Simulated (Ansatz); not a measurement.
# B: the cost of one run

Program: Ansatz 0.2.0. Level of theory: DFT PBE, scalar-relativistic, plane waves, PAW. These are calculated values, not measurements.

## Step 1: The system as given

The structure is trigonal, space group P3_221 (No. 154). Conventional cell: a = 4.485 Å, b = 4.485 Å, c = 3.834 Å, α = 90.00°, β = 90.00°, γ = 120.00°. B (site symmetry 1) is surrounded by 3 B at 1.61 Å. Around B (site symmetry 2) lie 4 B at 1.61 to 1.62 Å.

Coordinates:

```xyz
9
Lattice="4.4854 0.0000 0.0000 -2.2427 3.8845 0.0000 0.0000 0.0000 3.8344" Properties=species:S:1:pos:R:3 pbc="T T T"
B     2.7817    1.1174    2.2918
B     2.1269    1.8504    1.0136
B     1.8195    0.9168    3.5699
B    -0.4232    2.9677    1.5426
B     0.5390    2.7671    2.8207
B    -0.1158    2.0341    0.2645
B     3.9067    0.0000    2.5562
B    -1.9533    3.3833    1.2781
B     0.2894    0.5012    0.0000
```

Recipe of the guess: 3-, 4-connected net of one element (P3_221, No. 154). Lengths come from tabulated atomic sizes and are only a guess.

## Step 2: The guess as it stands, on a coarse mesh

input.yaml

```yaml
crystal:
  lattice:
    - [4.48543335, 0.0, 0.0]
    - [-2.24271668, 3.88449923, 0.0]
    - [0.0, 0.0, 3.83436638]
  atoms:
    - { symbol: B, position: [0.76399633, 0.28764899, 0.59769146] }
    - { symbol: B, position: [0.71235101, 0.47634734, 0.26435812] }
    - { symbol: B, position: [0.52365266, 0.23600367, 0.93102479] }
    - { symbol: B, position: [0.28764899, 0.76399633, 0.40230854] }
    - { symbol: B, position: [0.47634734, 0.71235101, 0.73564188] }
    - { symbol: B, position: [0.23600367, 0.52365266, 0.06897521] }
    - { symbol: B, position: [0.87097211, 0.0, 0.66666667] }
    - { symbol: B, position: [0.0, 0.87097211, 0.33333333] }
    - { symbol: B, position: [0.12902789, 0.12902789, 0.0] }
basis:
  ecutwfc: 420
kpoints:
  mp_grid: { grid: [6, 6, 4] }
hamiltonian:
  xc: pbe
scf:
  occupations: { method: gaussian, width: 0.1 }
  lower_state_search: "off"
output:
  forces: true
  stress: true
  eigenvalues: true
```

On the command line:

```bash
> ansatz run input.yaml --threads 1 --pin off --max-ram 2560MiB --backend cpu --events-out ev --progress --plain --runs-dir out
```

**Question.** How long does this run take on 1 thread of AMD EPYC 9R14 (Zen 4), shared host, and how much memory does it need?

About 1.8 s, with a peak of 0.31 GiB.
